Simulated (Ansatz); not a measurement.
Here is an Ansatz 0.2.0 calculation.

The input input.yaml:

```yaml
crystal:
  lattice:
    - [-1.805, 1.805, 1.805]
    - [1.805, -1.805, 1.805]
    - [1.805, 1.805, -1.805]
  atoms:
    - { symbol: Hf, position: [0.0, 0.0, 0.0] }
hamiltonian:
  xc: lda
  pseudopotentials: { kind: paw }
kpoints:
  mp_grid: { grid: [7, 7, 7] }
scf:
  occupations: { method: fermi_dirac, width: 0.05 }
output:
  forces: true
  stress: true
elastic:
  mode: clamped_ion
  stencil: two_point
```

Potentials or basis: Ansatz PAW.

Command:

```console
$ ansatz run input.yaml --threads 2 --pin off --max-ram 5632MiB --backend cpu --events-out ev --progress --plain --runs-dir out
```

(1) What does it give for the elastic constants C11, C12, C44?

(2) What does it give for the Voigt bulk modulus?

(3) What does it give for the band gap on the k mesh?

(4) Predict the pressure.

Answers

(1) 84, 76, 44 GPa.

(2) 79 GPa.

(3) none (metal or under the smearing width).

(4) -11.5 GPa.

Caveat: the cell is more than 3 GPa from zero pressure, which shifts response properties; elastic constants of metals need much finer meshes, so these are rough; the PAW data sets come from PBE, with cores solved anew for the run's functional, which leaves a small shift of forces and pressure.
